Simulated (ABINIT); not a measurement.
Crystal: NiO.

```
CELL_PARAMETERS angstrom
0.00000 2.08590 2.08590
2.08590 0.00000 2.08590
2.08590 2.08590 0.00000
ATOMIC_POSITIONS crystal
Ni 0.00000 0.00000 0.00000
O 0.50000 0.50000 0.50000
```

Base run:

| Item | Value |
| --- | --- |
| Program | ABINIT 10.8.3 (patched build) |
| Functional | PBEsol |
| Potentials or basis | PseudoDojo NC SR PBEsol v0.4.1 standard |
| Cutoff | 1333 eV |
| k mesh | 11 × 11 × 11 |
| Occupations | fermi-dirac, width 0.05 eV |
| Spin | collinear spin, ferromagnetic start |
| Starting moments | [1.0, 0.0] μB |

Its results: band gap on the k mesh none (metal or under the smearing width); pressure -12.3 GPa; net moment 0.00 μB per cell.

Q: The run is repeated on the same cell with these changes: moments at the start from [1.0, 0.0] to [2.5, 0.0]. What comes out?

A: Band gap on the k mesh none (metal or under the smearing width); pressure -6.9 GPa; net moment 1.55 μB per cell; site moments Ni +1.28; O +0.26 μB.

Caveats: semilocal functionals often make such compounds metallic where correlation or magnetic order opens a gap, which also shifts bond lengths; small starting moments can end in a higher magnetic state in this program (some runs); a cell with one magnetic atom can't hold antiferromagnetic order, which such compounds often take (some runs).
